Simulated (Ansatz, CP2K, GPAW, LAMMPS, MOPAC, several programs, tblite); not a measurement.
# HgTe (wurtzite) from semi-empirical methods to plane-wave DFT

HgTe (wurtzite), relaxed with r2SCAN in Ansatz, was computed with several methods. Space group P6_3mc (No. 186), hexagonal; conventional cell a = 4.643 Å, c = 7.625 Å, 35.58 Å³ an atom. Hg is surrounded by 4 Te at 2.85 Å; Te is surrounded by 4 Hg at 2.85 Å. Computed, not measured; no magnetism was allowed, and whether the structure is a known phase isn't checked.

```cif
data_structure
_symmetry_space_group_name_H-M 'P 1'
_symmetry_Int_Tables_number 1
_cell_length_a 4.6426
_cell_length_b 4.6426
_cell_length_c 7.6245
_cell_angle_alpha 90.000
_cell_angle_beta 90.000
_cell_angle_gamma 120.000
_cell_volume 142.32
loop_
_atom_site_label
_atom_site_type_symbol
_atom_site_fract_x
_atom_site_fract_y
_atom_site_fract_z
_atom_site_occupancy
Hg1 Hg 0.33333 0.66667 0.00050 1
Hg2 Hg 0.66667 0.33333 0.50050 1
Te1 Te 0.33333 0.66667 0.37450 1
Te2 Te 0.66667 0.33333 0.87450 1
```

Gaps and times are for a single point on this cell; volume and bulk modulus come from each method's own relaxation or energy curve at fixed shape, which is too stiff where a cell has free coordinates or axes. Times are rough, from shared hosts (Arm Neoverse V2), and each method has its own mesh and cell size. A double dagger marks a value from a curve with shape and coordinates held. A star marks a curve whose lowest point is an end point. PM6 (MOPAC), PM7 (MOPAC), GFN1-xTB (tblite), GFN2-xTB (tblite) treat a cluster of cells at its zone centre, which samples few k points: where these miss a band edge, the gap comes out too large for that reason alone. Gaps from k meshes are read at a limited set of points (mesh, symmetry points, PBE's band edges), so each method's own least gap may be somewhat smaller. Force fields have no electrons; where one was fitted to this phase, its volume and modulus reflect the fit. xTB and the PM methods were fitted mostly to molecules, and can miss a solid's gap by electronvolts. Minimal bases can be far off for gaps. d marks a direct gap, i an indirect one (no mark: not told apart), a dash a value that wasn't computed or didn't pass its checks.

```
                              method              kind      gap (eV)  own volume (Å³/atom)  bulk modulus (GPa)  atoms computed  processor time
            CdTeZnSeHgS0.sw (LAMMPS)       force field             –                 33.70                 42‡               4          0.12 s
                   GFN1-xTB (tblite)     tight binding          0.04                     –                   –              72             2 s
                         PM6 (MOPAC)    semi-empirical          7.70                     –                   –              72             2 s
                         PM7 (MOPAC)    semi-empirical          8.12               31.84*‡               126*‡              72           2.3 s
light PBE (260 eV and a coarse mesh)  light plane-wave  overlap 0.01                     –                   –               4           3.3 s
                   GFN2-xTB (tblite)     tight binding             0                     –                   –              72           4.4 s
                      PBE/SZV (CP2K)       small basis             0               39.16*‡                35*‡               4             8 s
                                 PBE         semilocal             0                 36.86                 34‡               4            15 s
              PBE/single zeta (GPAW)       small basis             0                     –                   –               4            17 s
                     PBE/DZVP (CP2K)       small basis             0                37.54‡                 34‡               4            19 s
                              r2SCAN         semilocal             0                 35.58                 40‡               4            26 s
```

Volumes against r2SCAN's: CdTeZnSeHgS0.sw (LAMMPS) -5.3 %, PBE +3.6 %.

With PBE and r2SCAN the bands overlap or touch, or nearly. Semilocal functionals can close a real gap, so this doesn't show a metal; small gaps of other methods may in turn close between the points read or with spin-orbit coupling, and the solid may be a semimetal.

Spin-orbit coupling is left out; in compounds of Pb, Bi, Tl or Hg it can lower a gap by up to about 1 eV, split its edges or invert the bands.
